**Q:** I have eight computed band gaps of lead selenide, all on the same crystal cell, and the labels have come off. Can the values tell me which functional produced which?

Band gap of PbSe (Fm-3m, 2 atoms) from Kohn–Sham DFT in ABINIT 10.8.3, GPAW 26.7.0, Quantum ESPRESSO 7.5 and SIRIUS 7.12.0, all on one unrelaxed cell. Spin–orbit coupling is included only where stated, and SIRIUS treats the valence electrons without relativity. The measured gap is 0.2 eV, between quantized subbands in ARPES on a film at 130 K (arXiv:1712.07894). Candidates: ABINIT 10.8.3 (3), Quantum ESPRESSO 7.5, SIRIUS 7.12.0, GPAW 26.7.0 (2), GPAW 26.7.0 (1), ABINIT 10.8.3 (8), ABINIT 10.8.3 (4), ABINIT 10.8.3 (2).

```
row  computed band gap (eV)  computed less measured (eV)
  A                   1.416                         1.22
  B                   0.216                         0.02
  C                   0.297                         0.10
  D                   0.242                         0.04
  E                   0.204                         0.00
  F                   0.488                         0.29
  G                   0.194                        -0.01
  H                    0.46                         0.26
```

**A:** Partly. The functionals to place are LDA (two runs), PBE (two runs), PBEsol, SG4, SCAN and HLE16. We first need to know how far apart two gaps must be before the difference means anything. Three programs running the same functional, PBE, disagree by 0.07 eV on this cell, presumably through their potentials and basis sets. A smaller step between two programs therefore identifies no functional.

**Q:** What is left after that?

**A:** Three groups: A alone at 1.4 eV, F and H near 0.5 eV, and the other five crowded between 0.19 and 0.30 eV. A must be HLE16, which was built with strengthened exchange to raise gaps that ordinary functionals make too small. Inside the crowd the gap is a poor guide, because the whole group is only 0.10 eV wide.

**Q:** Then how do you sort the crowd?

**A:** By the pressure that the same runs report. Every functional has its own preferred lattice constant, and on a common cell the difference appears as stress. LDA binds too strongly and wants a smaller cell, which gives a negative pressure. PBE rewards uneven densities, which favours separated atoms over the bonded crystal, so it wants a larger cell and gives a positive pressure. PBEsol uses a weaker gradient correction, chosen for solids, and should come out between the two, near zero if the cell is close to the measured one.

**Q:** And do the five runs separate?

**A:** Clearly. E and G lie below −2 GPa, B is at −0.4 GPa, and C and D lie above +2 GPa. The PBE runs of different programs agree within about 0.2 GPa, so these steps are far larger than the disagreement among programs. E and G are LDA, and C and D are PBE.

To see what such a pressure means, divide it by the bulk modulus $B$, which gives the relative change in volume; a third of that is the change in lattice constant $a$:

$$\frac{\Delta a}{a}\approx\frac{P}{3B}$$

With $B$ roughly 50 GPa, a recalled value, row E gives $-2.1/150$, a lattice 1.4% too short for the cell used. That is the usual size of LDA's overbinding.

**Q:** Couldn't B be SG4, which was also made for solids?

**A:** On pressure alone, yes. But PBEsol is PBE with its gradient terms turned down, so its gap should fall between those of LDA and PBE. It can't be F or H, and B is the only place left in the crowd. SG4 and SCAN must then be F and H, in an order the values can't settle: their gaps differ by only 0.03 eV, and only F comes with a pressure. Nor can I tell which LDA run is E and which is G, or which program made C and which D.

**Q:** Show me the labels.

The rows with their labels:

```
             program                       functional    how the value is got                   potentials or basis  wave cutoff (eV)  k-mesh  computed band gap (eV)  computed less measured (eV)
   ABINIT 10.8.3 (1)  PBEsol with spin-orbit coupling  Kohn-Sham, on the mesh                   JTH PAW PBE v2.0 sp               408   8x8x8                   0.185                        -0.02
   ABINIT 10.8.3 (2)                              LDA  Kohn-Sham, on the mesh  PseudoDojo NC SR LDA v0.4.1 standard              1061   6x6x6                   0.194                        -0.01
   ABINIT 10.8.3 (3)                          LDA-VWN  Kohn-Sham, on the mesh                   JTH PAW LDA v2.0 sp               408   8x8x8                   0.204                         0.00
   ABINIT 10.8.3 (4)                           PBEsol  Kohn-Sham, on the mesh                   JTH PAW PBE v2.0 sp               408   8x8x8                   0.216                         0.02
   ABINIT 10.8.3 (5)     LDA with spin-orbit coupling  Kohn-Sham, on the mesh                   JTH PAW LDA v2.0 sp               408   8x8x8                   0.218                         0.02
     GPAW 26.7.0 (1)                              PBE  Kohn-Sham, on the mesh  GPAW PAW data sets (gpaw data 1.2.1)               600   8x8x8                   0.242                         0.04
   ABINIT 10.8.3 (6)                             PW91  Kohn-Sham, on the mesh                      JTH PAW PBE v2.0               463   8x8x8                   0.292                         0.09
Quantum ESPRESSO 7.5                              PBE  Kohn-Sham, on the mesh               SSSP 1.3 efficiency PBE               748   8x8x8                   0.297                         0.10
   ABINIT 10.8.3 (7)                              PBE  Kohn-Sham, on the mesh                   JTH PAW PBE v2.0 sp               408   8x8x8                   0.309                         0.11
       SIRIUS 7.12.0                              SG4  Kohn-Sham, on the mesh                  all electron FP LAPW               n/a   8x8x8                    0.46                         0.26
     GPAW 26.7.0 (2)                             SCAN  Kohn-Sham, on the mesh  GPAW PAW data sets (gpaw data 1.2.1)               600   8x8x8                   0.488                         0.29
   ABINIT 10.8.3 (8)                            HLE16  Kohn-Sham, on the mesh                      JTH PAW PBE v2.0               463   8x8x8                   1.416                         1.22
```

**A:** A is HLE16 and B is PBEsol, as argued. G and E are the LDA and LDA-VWN runs, D is PBE in GPAW, and C is PBE in Quantum ESPRESSO. F is SCAN and H is SG4. Ranking by gap would have given the same order here, but nothing guaranteed it: D lies closer to PBEsol than to the other PBE runs. The printed analysis below sets the steps in gap and pressure against the spread of the PBE runs.

**Q:** Why is SG4 so far from PBEsol, if both are meant for solids?

**A:** That run treated the valence electrons without relativity, a serious omission for lead, so its gap can't be credited to SG4. SCAN has a fairer comparison: within GPAW it opens the gap by 0.25 eV over PBE, though on the same PAW data sets, which were not built for SCAN. HLE16 has the right direction but an unreliable size, because its potentials were made for PBE.

**Q:** LDA and PBEsol land almost exactly on the measured 0.2 eV. Shouldn't I simply use them?

**A:** I wouldn't. All eight runs leave out spin–orbit coupling, which is strong in lead. Adding it to PBEsol seems to change little, from 0.22 to 0.19 eV, but a printed gap has no sign: it would look the same if the two band edges had changed places.

**Q:** Can you tell whether they have?

**A:** The edge energies favour it. Spin–orbit coupling mixes each edge with a pair of levels further from the gap, and mixed levels repel. The valence edge, mostly selenium p, should therefore rise slightly, while the conduction edge, mostly lead p, should drop strongly, because the coupling is much stronger in lead. If the order is kept, the valence edge instead falls by 0.19 eV. If it is reversed, that edge hardly moves and the conduction edge drops by 0.41 eV, much as expected. These shifts assume that the two runs share an energy zero. A common offset could explain why both edges fall, but not why strong spin–orbit coupling would leave the gap almost unchanged.

Two clues need no common zero. Without the coupling the LDA-VWN gap lies below PBEsol's, 0.204 against 0.216 eV; with it the LDA gap lies above, 0.218 against 0.185 eV. Read as negative, the two gaps keep their order and both fall by about 0.4 eV. And in both spin–orbit runs the Fermi level sits 1 to 2 meV above the middle of the gap, against less than 0.1 meV without the coupling. That is expected if the printed valence edge is a state that has dropped closer to the other valence states, which then hold some of the smeared-out holes.

Against the measured value, itself a film gap at 130 K that holds confinement and temperature, PBEsol's error would then be about −0.4 eV, hidden by the lost sign, and the good match without spin–orbit coupling would be a cancellation of errors. Two things remain open: whether the gap is smaller between the mesh points, and the orbital character of the two edge states. Until the second is checked, a PbSe gap of 0.2 eV computed with spin–orbit coupling may belong to a crystal with its bands upside down.

Output of the analysis:

```
spread of the PBE gap over three programs (eV): 0.067
width of the crowd of five hidden rows (eV): 0.103
step from PBEsol to PBE in GPAW (eV): 0.026
step from PBE in GPAW to PBE in Quantum ESPRESSO (eV): 0.055
step from the crowd to the upper pair (eV): 0.163
step inside the upper pair (eV): 0.028
step from the upper pair to the outlier (eV): 0.928
PBE less PBEsol, same program and potentials (eV): 0.093
SCAN less PBE, both in GPAW (eV): 0.246
HLE16 less PW91, same program and potentials (eV): 1.124
spread of the PBE pressure over three programs (GPa): 0.233
pressure step from LDA-VWN to PBEsol (GPa): 1.724
pressure step from PBEsol to PBE in GPAW (GPa): 2.598
rough lattice misfit wanted by LDA-VWN (percent): -1.409
rough lattice misfit wanted by PBEsol (percent): -0.2593
rough lattice misfit wanted by PBE in ABINIT (percent): 1.628
PBEsol gap change by spin-orbit coupling if the band order is kept (eV): -0.03111
PBEsol gap change by spin-orbit coupling if the order is reversed (eV): -0.4018
valence edge shift if the order is kept (eV): -0.1924
conduction edge shift if the order is kept (eV): -0.2235
valence edge shift if the order is reversed (eV): -0.007082
conduction edge shift if the order is reversed (eV): -0.4089
```
